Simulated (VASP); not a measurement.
# GaP (F-43m) in VASP: notebook

The runs below take GaP through single point, with HSE06.

All numbers are computed with VASP 6.6.1; they aren't measurements. Logs are shortened: lines on timing, memory, paths and dates and some standing lists are left out, and cuts for length are marked.

## 1. Starting point

The structure is cubic, space group F-43m (No. 216). Conventional cell: a = 5.451 Å, b = 5.451 Å, c = 5.451 Å, α = 90.00°, β = 90.00°, γ = 90.00°. Ga (site symmetry -43m) has 4 P at 2.36 Å as nearest neighbours. P (site symmetry -43m) has 4 Ga at 2.36 Å as nearest neighbours.

## 2. Single point, HSE06

POSCAR reads:

```
GaP
1.0
    0.0000000000      2.7252500000      2.7252500000
    2.7252500000      0.0000000000      2.7252500000
    2.7252500000      2.7252500000      0.0000000000
Ga P
1 1
Direct
    0.0000000000      0.0000000000      0.0000000000
    0.7500000000      0.7500000000      0.7500000000
```

INCAR.step1 reads:

```
SYSTEM = GaP
ALGO = Normal ; EDIFF = 1E-5
ENCUT = 350 ; GGA = PE
ISIF = 2 ; ISMEAR = 0
LASPH = .True. ; LCHARG = .False.
LREAL = .False. ; LWAVE = .True.
NBANDS = 17 ; NELM = 100
NKRED = 1 ; PREC = Accurate
SIGMA = 0.01
```

INCAR.step2 reads:

```
SYSTEM = GaP
ALGO = Normal ; EDIFF = 1E-6
ENCUT = 350 ; GGA = PE
HFSCREEN = 0.2 ; ISIF = 2
ISMEAR = 0 ; ISTART = 1
LASPH = .True. ; LCHARG = .False.
LHFCALC = .True. ; LREAL = .False.
LWAVE = .False. ; NBANDS = 17
NELM = 100 ; NKRED = 1
PREC = Accurate ; PRECFOCK = Normal
SIGMA = 0.01
```

KPOINTS reads:

```
k-points
0
Gamma
  4 4 4
  0 0 0
```

Potentials or basis: VASP PAW PBE potentials, release 64 (Ga_d, P).

Run with:

```
cat potpaw_PBE.64/Ga_d/POTCAR potpaw_PBE.64/P/POTCAR > POTCAR
cp INCAR.step1 INCAR
mpirun -np 1 vasp_std > vasp.out
cp INCAR.step2 INCAR
mpirun -np 1 vasp_std > vasp.out
```

OUTCAR:

```text
SYSTEM = GaP
   EDIFF = 1E-6
   ENCUT = 350
   GGA = PE
   HFSCREEN = 0.2
   ISIF = 2
   ISMEAR = 0
   ISTART = 1
   LASPH = .True.
   LHFCALC = .True.
   LREAL = .False.
   NELM = 100
   NKRED = 1
   PREC = Accurate
   PRECFOCK = Normal

 Found      8 irreducible k-points:

 Following reciprocal coordinates:
            Coordinates               Weight
  0.000000  0.000000  0.000000      1.000000
  0.250000  0.000000  0.000000      8.000000
  0.500000  0.000000  0.000000      4.000000
  0.250000  0.250000  0.000000      6.000000
  0.500000  0.250000  0.000000     24.000000
 -0.250000  0.250000  0.000000     12.000000
   k-points           NKPTS =      8   k-points in BZ     NKDIM =     64   number of bands    NBANDS=     17
   number of dos      NEDOS =    301   number of ions     NIONS =      2
   total plane-waves  NPLWV =  13824
   dimension x,y,z NGX =    24 NGY =   24 NGZ =   24
   dimension x,y,z NGXF=    48 NGYF=   48 NGZF=   48
   ions per type =               1   1
   NGX,Y,Z   is equivalent  to a cutoff of  10.35, 10.35, 10.35 a.u.
   NGXF,Y,Z  is equivalent  to a cutoff of  20.70, 20.70, 20.70 a.u.
 SYSTEM =  GaP
   PREC   = accura    normal or accurate (medium, high low for compatibility)
   ISTART =      1    job   : 0-new  1-cont  2-samecut
   ICHARG =      0    charge: 1-file 2-atom 10-const
   ISPIN  =      1    spin polarized calculation?
   LNONCOLLINEAR =      F non collinear calculations
   LSORBIT =      F    spin-orbit coupling
   LASPH  =      T    aspherical Exc in radial PAW
   ENCUT  =  350.0 eV  25.72 Ry    5.07 a.u.   5.88  5.88  5.88*2*pi/ulx,y,z
   NELM   =    100;   NELMIN=  2; NELMDL=  0     # of ELM steps
   EDIFF  = 0.1E-05   stopping-criterion for ELM
   LREAL  =      F    real-space projection
   EDIFFG = 0.1E-04   stopping-criterion for IOM
   NSW    =      0    number of steps for IOM
   IBRION =     -1    ionic relax: 0-MD 1-quasi-New 2-CG
   NFREE  =      0    steps in history (QN), initial steepest desc. (CG)
   ISIF   =      2    stress and relaxation
   ISYM   =      3    0-nonsym 1-usesym 2-fastsym
   POTIM  = 0.5000    time-step for ionic-motion
   TEBEG  =    0.0;   TEEND  =   0.0 temperature during run
   PSTRESS=    0.0 pullay stress
   NELECT =      18.0000    total number of electrons
   NUPDOWN=      -1.0000    fix difference up-down
   EMIN   =  10.00;   EMAX   =-10.00  energy-range for DOS
   EFERMI =   0.00;   METHOD = LEGACY
   ISMEAR =     0;   SIGMA  =   0.01  broadening in eV -4-tet -1-fermi 0-gaus
   EFERMI_NEDOS =   21; number of points for ismear=-14 and -15
   IALGO  =     38    algorithm
   IMIX   =      1    mixing-type and parameters
     AMIX     =   0.40;   BMIX     =  1.00
     AMIX_MAG =   1.60;   BMIX_MAG =  1.00
  volume/ion in A,a.u.               =      20.24       136.59
  Fermi-wavevector in a.u.,A,eV,Ry     =   1.249538  2.361284 21.243377  1.561344
  Thomas-Fermi vector in A             =   2.383574
   LORBIT       =      0    0 simple, 1 ext, 2 COOP (PROOUT), +10 PAW based schemes
   GGA     = PE    functional components
   LHFCALC =     T    Hartree Fock is set to
   PRECFOCK=normal    Normal, Fast or Accurate (Low or Medium for compatibility)
   ENCUT4O =  -1.0   cutoff for four orbital integrals eV
   NKREDX  =     1    reduce k-point grid by
   NKREDY  =     1    reduce k-point grid by
   NKREDZ  =     1    reduce k-point grid by
   AEXX    =    0.2500 exact exchange contribution
   HFSCREEN=    0.2000 screening length (either q_TF or 0.3 A-1)
   HFSCREENC=   0.2000 screening length for correlation (either q_TF or 0.3 A-1)
   ENCUTFOCK=  -1.0 apply spherical cutoff to Coloumb kernel
   IVDW    =     0    specifies the selected vdW correction
   LEPSILON=     F    determine dielectric tensor
   LRPA    =     F    only Hartree local field effects (RPA)
 non-spin polarized calculation
 Gauss-broadening in eV      SIGMA  =   0.01
  energy-cutoff  :      350.00
  volume of cell :       40.48
 maximum number of plane-waves:       620
  NGX = 18; NGY = 18; NGZ = 18

 number of electron      17.9999982 magnetization

 Free energy of the ion-electron system (eV)
  ---------------------------------------------------
  ext. energy  EPLUGINS =         0.00000000
  ---------------------------------------------------
  free energy    TOTEN  =       -10.69394745 eV

  energy without entropy =      -10.69394745  energy(sigma->0) =      -10.69394745

 E-fermi :   4.3250     XC(G=0):  -8.1280

 val. band max:        4.2184110782   @ k =   0.0000   0.0000   0.0000
 cond. band min:       6.5456316866   @ k =   0.5000   0.5000   0.0000
 fundamental gap:      2.3272206084
 Fermi energy:         4.3249697887

 k-point     1 :       0.0000    0.0000    0.0000
  band No.  band energies     occupation
      1     -12.8442      2.00000
      2     -12.8442      2.00000
      3     -12.8442      2.00000
      4     -12.7432      2.00000
      5     -12.7432      2.00000
      6      -9.5482      2.00000
[... 9 lines left out ...]
     16      15.1497      0.00000
     17      17.7886      0.00000

 k-point     2 :       0.2500    0.0000    0.0000
  band No.  band energies     occupation
      1     -12.8731      2.00000
      2     -12.8305      2.00000
      3     -12.8305      2.00000
      4     -12.7422      2.00000
      5     -12.7422      2.00000
      6      -8.7136      2.00000
[... 9 lines left out ...]
     16      15.1935      0.00000
     17      18.5709      0.00000

 k-point     3 :       0.5000    0.0000    0.0000
  band No.  band energies     occupation
      1     -12.9008      2.00000
      2     -12.8206      2.00000
      3     -12.8206      2.00000
      4     -12.7377      2.00000
      5     -12.7377      2.00000
      6      -7.3174      2.00000
[... 9 lines left out ...]
     16      17.2484      0.00000
     17      19.1658      0.00000

 k-point     4 :       0.2500    0.2500    0.0000
  band No.  band energies     occupation
      1     -12.8941      2.00000
      2     -12.8151      2.00000
      3     -12.8151      2.00000
      4     -12.7569      2.00000
      5     -12.7336      2.00000
      6      -8.4275      2.00000
[... 9 lines left out ...]
     16      18.2070      0.00000
     17      20.0731      0.00000

 k-point     5 :       0.5000    0.2500    0.0000
  band No.  band energies     occupation
      1     -12.9129      2.00000
      2     -12.8077      2.00000
      3     -12.8015      2.00000
      4     -12.7564      2.00000
      5     -12.7325      2.00000
      6      -6.9619      2.00000
[... 9 lines left out ...]
     16      18.9158      0.00000
     17      19.1596      0.00000

 k-point     6 :      -0.2500    0.2500    0.0000
  band No.  band energies     occupation
      1     -12.8977      2.00000
      2     -12.8168      2.00000
      3     -12.8137      2.00000
      4     -12.7444      2.00000
      5     -12.7420      2.00000
      6      -7.5149      2.00000
[... 9 lines left out ...]
     16      18.9723      0.00000
     17      19.1007      0.00000

 [... further k-points ...]
[... 5 lines left out ...]
  --------------------------------------------------------------------------------------
  -------------------------------------------------------------------------------------
  Total        0.1960362      0.1960362      0.1960362      0.0000000      0.0000000     -0.0000000
  in kB        7.7588581      7.7588581      7.7588581      0.0000000      0.0000000     -0.0000000
  external PRESSURE =       7.7588581 kB  Pullay stress =       0.0000000 kB

 VOLUME and BASIS-vectors are now :
 -----------------------------------------------------------------------------
  energy-cutoff  :      350.00
  volume of cell :       40.48
      direct lattice vectors                 reciprocal lattice vectors
     0.000000000  2.725250000  2.725250000    -0.183469406  0.183469406  0.183469406
     2.725250000  0.000000000  2.725250000     0.183469406 -0.183469406  0.183469406
     2.725250000  2.725250000  0.000000000     0.183469406  0.183469406 -0.183469406

 POSITION                                       TOTAL-FORCE (eV/Angst)
 -----------------------------------------------------------------------------------
      0.00000      0.00000      0.00000        -0.000000     -0.000000     -0.000000
      4.08788      4.08788      4.08788         0.000000      0.000000      0.000000
 -----------------------------------------------------------------------------------
    total drift:                               -0.000055     -0.000046     -0.000028

  FREE ENERGIE OF THE ION-ELECTRON SYSTEM (eV)
  ---------------------------------------------------
  free  energy   TOTEN  =       -10.6939474467 eV

  energy  without entropy=      -10.6939474467  energy(sigma->0) =      -10.69394745
```

It took 4.5 min on 1 thread of Intel Xeon Platinum 8259CL at 2.50GHz (Skylake/Cascade Lake), shared host; peak memory 0.24 GiB.

These settings aren't checked as converged: the numbers below hold their error.

What came out:

```yaml
Free_energy: -10.6939 eV
Pressure: 0.8 GPa
Band_gap_on_the_k_mesh: 2.33 eV, indirect (least direct gap 2.86 eV)
```

Caveat: the k mesh is coarse (spacing up to 0.50 Å⁻¹), so the values aren't converged, least of all with exact exchange; the cutoff is under 1.25 times the usual one of these potentials, so pressure, stress and relaxed cells hold a basis-set (Pulay) error; the PAW data sets were made with another functional, which shifts forces and pressure a little.

## 3. Single point, HSE06

POSCAR is that of step 2.

Edit INCAR.step1 of step 2 so:

```diff
@@ -2,3 +2,3 @@
 ALGO = Normal ; EDIFF = 1E-5
-ENCUT = 350 ; GGA = PE
+ENCUT = 300 ; GGA = PE
 ISIF = 2 ; ISMEAR = 0
```

INCAR.step2 reads:

```
SYSTEM = GaP
ALGO = Normal ; EDIFF = 1E-6
ENCUT = 300 ; GGA = PE
HFSCREEN = 0.2 ; ISIF = 2
ISMEAR = 0 ; ISTART = 1
LASPH = .True. ; LCHARG = .False.
LHFCALC = .True. ; LREAL = .False.
LWAVE = .False. ; NBANDS = 17
NELM = 100 ; NKRED = 1
PREC = Accurate ; PRECFOCK = Fast
SIGMA = 0.01
```

KPOINTS reads:

```
k-points
0
Gamma
  5 5 5
  0 0 0
```

Potentials or basis: VASP PAW PBE potentials, release 64 (Ga_d, P).

Run with:

```
cat potpaw_PBE.64/Ga_d/POTCAR potpaw_PBE.64/P/POTCAR > POTCAR
cp INCAR.step1 INCAR
mpirun -np 1 vasp_std > vasp.out
cp INCAR.step2 INCAR
mpirun -np 1 vasp_std > vasp.out
```

It took 4 min on 1 thread of Intel Xeon Platinum 8259CL at 2.50GHz (Skylake/Cascade Lake), shared host; peak memory 0.24 GiB.

The run converged, but some of its settings lie outside the range that counts as converged, so its numbers aren't taken as properties of the crystal.

Results:

```
Free energy            : -10.7803 eV
Band gap on the k mesh : 2.31 eV, indirect (least direct gap 2.83 eV)
```

Caveat: the cutoff is under 1.25 times the usual one of these potentials, so pressure, stress and relaxed cells hold a basis-set (Pulay) error; the PAW data sets were made with another functional, which shifts forces and pressure a little; an odd mesh through Γ misses points on the zone boundary, where band edges often lie.

## 4. Single point, HSE06

POSCAR is that of step 3.

Edit INCAR.step1 of step 3 so:

```diff
@@ -2,3 +2,3 @@
 ALGO = Normal ; EDIFF = 1E-5
-ENCUT = 300 ; GGA = PE
+ENCUT = 250 ; GGA = PE
 ISIF = 2 ; ISMEAR = 0
```

Edit INCAR.step2 of step 3 so:

```diff
@@ -2,3 +2,3 @@
 ALGO = Normal ; EDIFF = 1E-6
-ENCUT = 300 ; GGA = PE
+ENCUT = 250 ; GGA = PE
 HFSCREEN = 0.2 ; ISIF = 2
```

KPOINTS reads:

```
k-points
0
Gamma
  6 6 6
  0 0 0
```

Run with:

```
cat potpaw_PBE.64/Ga_d/POTCAR potpaw_PBE.64/P/POTCAR > POTCAR
cp INCAR.step1 INCAR
mpirun -np 1 vasp_std > vasp.out
cp INCAR.step2 INCAR
mpirun -np 1 vasp_std > vasp.out
```

It took 6.8 min on 1 thread of Intel Xeon Platinum 8259CL at 2.50GHz (Skylake/Cascade Lake), shared host; peak memory 0.23 GiB.

The run converged, but a check on its numbers failed (symmetry, net force, bounds or a known fault of this set-up), so they aren't taken as properties of the crystal.

Caveat: the cutoff lies under the usual one of these potentials, so the numbers hold a large basis-set error; the PAW data sets were made with another functional, which shifts forces and pressure a little.

## 5. Single point, HSE06

POSCAR is that of step 4.

Edit INCAR.step1 of step 4 so:

```diff
@@ -2,3 +2,3 @@
 ALGO = Normal ; EDIFF = 1E-5
-ENCUT = 250 ; GGA = PE
+ENCUT = 500 ; GGA = PE
 ISIF = 2 ; ISMEAR = 0
```

Edit INCAR.step2 of step 4 so:

```diff
@@ -2,3 +2,3 @@
 ALGO = Normal ; EDIFF = 1E-6
-ENCUT = 250 ; GGA = PE
+ENCUT = 500 ; GGA = PE
 HFSCREEN = 0.2 ; ISIF = 2
```

KPOINTS reads:

```
k-points
0
Gamma
  5 5 5
  0 0 0
```

Run with:

```
cat potpaw_PBE.64/Ga_d/POTCAR potpaw_PBE.64/P/POTCAR > POTCAR
cp INCAR.step1 INCAR
mpirun -np 1 vasp_std > vasp.out
cp INCAR.step2 INCAR
mpirun -np 1 vasp_std > vasp.out
```

It took 7.2 min on 1 thread of Intel Xeon Platinum 8259CL at 2.50GHz (Skylake/Cascade Lake), shared host; peak memory 0.26 GiB.

The run converged, but some of its settings lie outside the range that counts as converged, so its numbers aren't taken as properties of the crystal.

Results:

```yaml
Free_energy: -10.7848 eV
Pressure: 0.6 GPa
Band_gap_on_the_k_mesh: 2.31 eV, indirect (least direct gap 2.83 eV)
```

Caveat: the PAW data sets were made with another functional, which shifts forces and pressure a little; an odd mesh through Γ misses points on the zone boundary, where band edges often lie.

## 6. For comparison

An earlier run on the cell as given: functional PBE; potentials or basis VASP PAW PBE potentials, release 64 (Ga_d, P); cutoff 520 eV; k mesh 8 × 8 × 8; occupations fermi-dirac, width 0.05 eV; no spin polarisation.

- Pressure: 2.5 GPa
- Band gap on the k mesh: 1.64 eV, indirect (least direct gap 1.83 eV)
